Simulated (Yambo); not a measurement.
# NiO (Fm-3m) in Yambo: further runs

Runs on NiO. Level: PBE. Tasks: optical spectrum, optical spectrum by the Bethe-Salpeter equation.

Program: Yambo 5.3.0. These are calculated values, not measurements. Logs are shortened: lines on timing, memory, paths and dates and some standing lists are left out, and cuts for length are marked.

**What was measured.**

“Local correlations, non-local screening, multiplets, and band formation in NiO”, 2012, arxiv:1210.6675 quotes, for a bulk crystal of NiO: band gap 4.3 eV.

The runs below are set against these values where they give the same quantity.

**1. The structure**

It takes space group Fm-3m (No. 225, cubic). Conventional cell: a = 4.172 Å, b = 4.172 Å, c = 4.172 Å, α = 90.00°, β = 90.00°, γ = 90.00°. Around Ni (site symmetry m-3m) lie 6 O at 2.09 Å. O (site symmetry m-3m) has 6 Ni at 2.09 Å as nearest neighbours.

**2. Optical spectrum, PBE, collinear spin, ferromagnetic start**

The input, optics0.in:

```
optics
chi
Chimod= "IP"
% BndsRnXd
 1 | 37 |
%
% LongDrXd
 1 | 0 | 0 |
%
% QpntsRXd
 1 | 1 |
%
% EnRngeXd
 0 | 20 | eV
%
% DmRngeXd
 0.1 | 0.1 | eV
%
ETStpsXd= 200
```

The input, scf.in:

```
&CONTROL
  calculation = 'scf'
  prefix = 'pwscf'
  outdir = './tmp'
  pseudo_dir = './pseudo'
/
&SYSTEM
  ibrav = 0
  nat = 2
  ntyp = 2
  ecutwfc = 98
  nbnd = 22
  occupations = 'smearing'
  smearing = 'fd'
  degauss = 0.00367493
  nspin = 2
  starting_magnetization(1) = 0.0556
  starting_magnetization(2) = 0
  force_symmorphic = .true.
/
&ELECTRONS
  conv_thr = 4d-10
  electron_maxstep = 120
  mixing_beta = 0.3
/
ATOMIC_SPECIES
Ni    58.6934 Ni.upf
O     15.9990 O.upf
CELL_PARAMETERS angstrom
   0.0000000000    2.0859016414    2.0859016414
   2.0859016414    0.0000000000    2.0859016414
   2.0859016414    2.0859016414    0.0000000000
ATOMIC_POSITIONS crystal
Ni     0.0000000000    0.0000000000    0.0000000000
O      0.5000000000    0.5000000000    0.5000000000
K_POINTS automatic
12 12 12 0 0 0
```

The input, nscf.in:

```
&CONTROL
  calculation = 'nscf'
  prefix = 'pwscf'
  outdir = './tmp'
  pseudo_dir = './pseudo'
/
&SYSTEM
  ibrav = 0
  nat = 2
  ntyp = 2
  ecutwfc = 98
  nbnd = 42
  occupations = 'smearing'
  smearing = 'fd'
  degauss = 0.00367493
  nspin = 2
  starting_magnetization(1) = 0.0556
  starting_magnetization(2) = 0
  force_symmorphic = .true.
/
&ELECTRONS
  conv_thr = 1d-08
  diago_full_acc = .true.
  diago_thr_init = 1d-06
/
ATOMIC_SPECIES
Ni    58.6934 Ni.upf
O     15.9990 O.upf
CELL_PARAMETERS angstrom
   0.0000000000    2.0859016414    2.0859016414
   2.0859016414    0.0000000000    2.0859016414
   2.0859016414    2.0859016414    0.0000000000
ATOMIC_POSITIONS crystal
Ni     0.0000000000    0.0000000000    0.0000000000
O      0.5000000000    0.5000000000    0.5000000000
K_POINTS automatic
10 10 10 0 0 0
```

Potentials or basis: PseudoDojo 0.4.1 SR PBE standard.

Run with:

```
$ OMP_NUM_THREADS=1 pw.x -in scf.in > scf.out
$ OMP_NUM_THREADS=1 pw.x -in nscf.in > nscf.out
$ cd tmp/pwscf.save; p2y; mv SAVE ../..; cd ../..
$ OMP_NUM_THREADS=1 yambo
$ OMP_NUM_THREADS=1 yambo -F optics0.in -J optics0 -C optics0_out
```

Yambo's report:

```text
[... sections 02.01 to 02.04 as in the set-up run ...]

  [02.05] Energies & Occupations
  ==============================

  [WARNING] Merged spin levels are metallic
  [X] === Spin Independent ===
  [X] Electronic Temperature                        :  0.258606E-1   300.100    [eV K]
  [X] Bosonic    Temperature                        :  0.258606E-1   300.100    [eV K]
  [X] Finite Temperature mode                       : yes
  [X] El. density                                   :  0.13222E+25 [cm-3]
  [X] Fermi Level                                   :  14.59492 [eV]

  [X] === Spin up channel ===
  [X] Conduction Band Min                  [spin UP]:  14.59492 [eV]
  [X] Valence Band Max                     [spin UP]:  14.59492 [eV]
  [X] Filled Bands                         [spin UP]:  11
  [X] Metallic Bands                       [spin UP]:  12  13
  [X] Empty Bands                          [spin UP]:   14   42

  [X] === Spin dn channel ===
  [X] Conduction Band Min                  [spin DN]:  14.59492 [eV]
  [X] Valence Band Max                     [spin DN]:  14.59492 [eV]
  [X] Filled Bands                         [spin DN]:  11
  [X] Metallic Bands                       [spin DN]:  12  13
  [X] Empty Bands                          [spin DN]:   14   42

  [X] === Metallic Characters ===
  [X] N of el / N of met el                [spin UP]:  12.00000   1.12573
  [X] Average metallic occ.                [spin UP]:  0.281433
  [X] N of el / N of met el                [spin DN]:  12.00000   2.25152
  [X] Average metallic occ.                [spin DN]:  0.562879

  [WARNING] [X] Metallic system

  [WARNING] Merged spin levels are metallic

 [03] Transferred momenta grid and indexing
 ==========================================

 IBZ Q-points                                      :   47
 BZ  Q-points                                      :  1000

 K/Q-points units:
 rlu = crystal or reduced units; cc = cartesian coordinates; iku = interal k-units

 Q [ 1]         [rlu]:  0.000000  0.000000  0.000000
 Q [ 2]         [rlu]:  0.69476E-18  0.69476E-18  0.10000
 Q [ 3]         [rlu]:  0.13895E-17  0.13895E-17  0.20000
 Q [ 4]         [rlu]:  0.10660E-16  0.10660E-16  0.30000
 Q [ 5]         [rlu]: -0.42905E-17 -0.42905E-17  0.40000
 Q [ 6]         [rlu]: -0.52412E-17 -0.52412E-17 -0.50000
 Q [ 7]         [rlu]:  0.11882E-17  0.10000      0.10000
 Q [ 8]         [rlu]:  0.69476E-18  0.10000      0.20000
 Q [ 9]         [rlu]:  0.13895E-17  0.10000      0.30000
 Q [10]         [rlu]:  0.10660E-16  0.10000      0.40000
 Q [11]         [rlu]:  0.38245E-17  0.10000      0.50000
 Q [12]         [rlu]: -0.52412E-17  0.10000     -0.40000
 Q [13]         [rlu]:  0.42905E-17  0.10000     -0.30000
 Q [14]         [rlu]: -0.10660E-16  0.10000     -0.20000
 Q [15]         [rlu]: -0.13895E-17  0.10000     -0.10000
 Q [16]         [rlu]:  0.23764E-17  0.20000      0.20000
 Q [17]         [rlu]:  0.59969E-17  0.20000      0.30000
 Q [18]         [rlu]:  0.13895E-17  0.20000      0.40000
 Q [19]         [rlu]:  0.83962E-18  0.20000      0.50000
 Q [20]         [rlu]: -0.21320E-16  0.20000     -0.40000
 Q [21]         [rlu]: -0.52412E-17  0.20000     -0.30000
 Q [22]         [rlu]: -0.27790E-17  0.20000     -0.20000
 Q [23]         [rlu]: -0.13848E-16  0.30000      0.30000
 Q [24]         [rlu]: -0.13314E-16  0.30000      0.40000
 Q [25]         [rlu]:  0.21736E-17  0.30000      0.50000
 Q [26]         [rlu]:  0.10521E-16  0.30000     -0.40000
 Q [27]         [rlu]: -0.21320E-16  0.30000     -0.30000
 Q [28]         [rlu]:  0.47528E-17  0.40000      0.40000
 Q [29]         [rlu]:  0.50137E-17  0.40000      0.50000
 Q [30]         [rlu]:  0.12517E-16  0.40000      0.60000
 Q [31]         [rlu]:  0.28884E-16 -0.50000     -0.50000
 Q [32]         [rlu]:  0.100000  0.200000  0.300000
 Q [33]         [rlu]:  0.100000  0.200000  0.400000
 Q [34]         [rlu]:  0.100000  0.200000  0.500000
 Q [35]         [rlu]:  0.100000  0.200000 -0.400000
 Q [36]         [rlu]:  0.100000  0.300000  0.400000
 Q [37]         [rlu]:  0.100000  0.300000  0.500000
 Q [38]         [rlu]:  0.100000  0.300000  0.600000
 Q [39]         [rlu]:  0.100000  0.300000 -0.300000
 Q [40]         [rlu]:  0.100000  0.300000 -0.200000
 Q [41]         [rlu]:  0.100000  0.400000  0.500000
 Q [42]         [rlu]:  0.100000  0.400000  0.600000
 Q [43]         [rlu]:  0.100000  0.400000 -0.300000
 Q [44]         [rlu]:  0.100000 -0.500000 -0.400000
 Q [45]         [rlu]:  0.200000  0.400000  0.600000
 Q [46]         [rlu]:  0.200000  0.400000 -0.300000
 Q [47]         [rlu]:  0.200000 -0.500000 -0.300000

 [WARNING] [Xd] User bands 1-37 break level degeneracy

 [04] Dipoles
 ============

  [04.01] Setup: observables and procedures
  =========================================

  [WF-Oscillators/G space/Transverse up loader] Normalization (few states)  min/max  :  0.12509E-16   1.0000

  [WR./optics0//ndb.dipoles]------------------------------------------------------
   Brillouin Zone Q/K grids (IBZ/BZ)                :    47  1000    47  1000
   RL vectors                                       :  2733 [WF]
   Fragmentation                                    : yes
   Electronic Temperature                           :  300.1000 [K]
   Bosonic    Temperature                           :  300.1000 [K]
   DIP band range                                   :    1   37
   DIP band range limits                            :  13  12
   DIP e/h energy range                             : -1.000000 -1.000000 [eV]
   RL vectors in the sum                            :  2733
   [r,Vnl] included                                 : yes
   Bands ordered                                    : yes
   Direct v evaluation                              : no
   Approach used                                    : G-space v
   Dipoles computed                                 : R V P [G-space]
   Wavefunctions                                    : Perdew, Burke & Ernzerhof(X)+Perdew, Burke & Ernzerhof(C)

  [WARNING] [r,Vnl^pseudo] included in position and velocity dipoles.

  [WARNING] In case H contains other non local terms, these are neglected

 [05] Optics
 ===========

 [X-CG] R(p) Tot o/o(of R):    12816   633048      100

 [WARNING] The system is a metal but Drude term not included.
```

Wall time 3.8 min (1 thread of Arm Neoverse V2, shared host); peak memory 0.28 GiB.

Results:

```
Band gap on the k mesh, mean-field level : none (metal or under the smearing width)
Net moment                               : 0.00 μB per cell
```

Dielectric function (along the field direction of the input):
```tsv
energy (eV)	real part	imaginary part
0.30	61.23	17.12
0.80	-14.22	29.79
1.31	-6.68	16.20
1.81	-2.32	6.53
2.31	-2.37	2.58
2.81	0.84	0.54
3.32	3.49	1.14
3.82	3.34	1.30
4.32	2.80	1.42
4.82	3.73	1.87
5.33	3.69	2.00
5.83	3.27	3.36
6.33	2.06	3.32
6.83	2.50	2.88
7.34	2.35	2.78
7.84	1.78	3.45
8.34	1.29	1.95
8.84	2.09	1.04
9.35	2.30	1.70
9.85	2.62	1.41
10.35	3.45	1.04
10.85	4.87	3.20
11.36	1.69	4.82
11.86	1.19	3.08
12.36	1.82	3.69
12.86	1.22	2.60
13.37	1.55	1.78
13.87	0.34	2.21
14.37	1.05	1.70
14.87	1.68	1.49
15.38	2.03	2.70
15.88	1.42	2.43
16.38	1.56	2.87
16.88	0.59	3.82
17.39	-0.62	2.52
17.89	-0.27	2.57
18.39	-0.42	1.30
18.89	-0.28	1.31
19.40	0.25	0.89
20.00	0.34	1.38
```

Caveat: the intraband (Drude) term of the metal is left out; the ground state has no gap, which makes the many-body step unreliable; spectra need much finer meshes, so this one isn't converged; independent-particle spectra lack excitons; semilocal functionals often make such compounds metallic where correlation or magnetic order opens a gap, which also shifts bond lengths.

**3. Optical spectrum, PBE, collinear spin, ferromagnetic start**

The input, optics1.in:

```
optics
chi
Chimod= "HARTREE"
% BndsRnXd
 1 | 37 |
%
NGsBlkXd= 3 Ry
% LongDrXd
 1 | 0 | 0 |
%
% QpntsRXd
 1 | 1 |
%
% EnRngeXd
 0 | 20 | eV
%
% DmRngeXd
 0.1 | 0.1 | eV
%
ETStpsXd= 200
```

scf.in is that of step 2.

nscf.in is that of step 2.

Potentials or basis: PseudoDojo 0.4.1 SR PBE standard.

Run with:

```
$ OMP_NUM_THREADS=1 pw.x -in scf.in > scf.out
$ OMP_NUM_THREADS=1 pw.x -in nscf.in > nscf.out
$ cd tmp/pwscf.save; p2y; mv SAVE ../..; cd ../..
$ OMP_NUM_THREADS=1 yambo
$ OMP_NUM_THREADS=1 yambo -F optics1.in -J optics1 -C optics1_out
```

Yambo's report:

```text
[... sections 02.01 to 02.04 as in the set-up run ...]

  [02.05] Energies & Occupations
  ==============================

  [WARNING] Merged spin levels are metallic
  [X] === Spin Independent ===
  [X] Electronic Temperature                        :  0.258606E-1   300.100    [eV K]
  [X] Bosonic    Temperature                        :  0.258606E-1   300.100    [eV K]
  [X] Finite Temperature mode                       : yes
  [X] El. density                                   :  0.13222E+25 [cm-3]
  [X] Fermi Level                                   :  14.59492 [eV]

  [X] === Spin up channel ===
  [X] Conduction Band Min                  [spin UP]:  14.59492 [eV]
  [X] Valence Band Max                     [spin UP]:  14.59492 [eV]
  [X] Filled Bands                         [spin UP]:  11
  [X] Metallic Bands                       [spin UP]:  12  13
  [X] Empty Bands                          [spin UP]:   14   42

  [X] === Spin dn channel ===
  [X] Conduction Band Min                  [spin DN]:  14.59492 [eV]
  [X] Valence Band Max                     [spin DN]:  14.59492 [eV]
  [X] Filled Bands                         [spin DN]:  11
[... 71 lines left out ...]

 [04] Dipoles
 ============

  [04.01] Setup: observables and procedures
  =========================================

  [WF-Oscillators/G space/Transverse up loader] Normalization (few states)  min/max  :  0.12509E-16   1.0000

  [WR./optics1//ndb.dipoles]------------------------------------------------------
   Brillouin Zone Q/K grids (IBZ/BZ)                :    47  1000    47  1000
   RL vectors                                       :  2733 [WF]
   Fragmentation                                    : yes
   Electronic Temperature                           :  300.1000 [K]
   Bosonic    Temperature                           :  300.1000 [K]
   DIP band range                                   :    1   37
   DIP band range limits                            :  13  12
   DIP e/h energy range                             : -1.000000 -1.000000 [eV]
   RL vectors in the sum                            :  2733
   [r,Vnl] included                                 : yes
   Bands ordered                                    : yes
   Direct v evaluation                              : no
   Approach used                                    : G-space v
   Dipoles computed                                 : R V P [G-space]
   Wavefunctions                                    : Perdew, Burke & Ernzerhof(X)+Perdew, Burke & Ernzerhof(C)

  [WARNING] [r,Vnl^pseudo] included in position and velocity dipoles.

  [WARNING] In case H contains other non local terms, these are neglected

 [05] Optics
 ===========

 [X-CG] R(p) Tot o/o(of R):    12816   633048      100

 [WARNING] The system is a metal but Drude term not included.
```

It took 3.9 min on 1 thread of Arm Neoverse V2, shared host; peak memory 0.7 GiB.

What came out:

| Item | Value |
| --- | --- |
| Band gap on the k mesh, mean-field level | none (metal or under the smearing width) |
| Net moment | 0.00 μB per cell |

Dielectric function (along the field direction of the input):
```
energy (eV)  real part  imaginary part
       0.30      61.17           17.12
       0.80     -14.37           29.81
       1.31      -6.67           16.14
       1.81      -2.33            6.56
       2.31      -2.48            2.65
       2.81       0.74            0.54
       3.32       3.41            1.14
       3.82       3.26            1.32
       4.32       2.68            1.46
       4.82       3.61            1.92
       5.33       3.50            2.03
       5.83       3.14            3.40
       6.33       1.80            3.33
       6.83       2.25            2.72
       7.34       2.24            2.71
       7.84       1.65            3.41
       8.34       1.19            1.86
       8.84       1.95            0.99
       9.35       2.15            1.68
       9.85       2.45            1.39
      10.35       3.18            0.94
      10.85       4.61            2.90
      11.36       1.77            4.66
      11.86       1.14            3.03
      12.36       1.82            3.48
      12.86       1.07            2.55
      13.37       1.29            1.68
      13.87       0.20            2.06
      14.37       0.84            1.49
      14.87       1.48            1.28
      15.38       1.83            2.32
      15.88       1.27            2.07
      16.38       1.51            2.28
      16.88       1.13            3.26
      17.39      -0.36            2.56
      17.89       0.07            2.46
      18.39      -0.32            1.35
      18.89      -0.24            1.28
      19.40       0.27            0.81
      20.00       0.37            1.14
```

Caveat: the intraband (Drude) term of the metal is left out; the ground state has no gap, which makes the many-body step unreliable; spectra need much finer meshes, so this one isn't converged; these spectra lack excitons; semilocal functionals often make such compounds metallic where correlation or magnetic order opens a gap, which also shifts bond lengths.

[end of part 1 of 3]
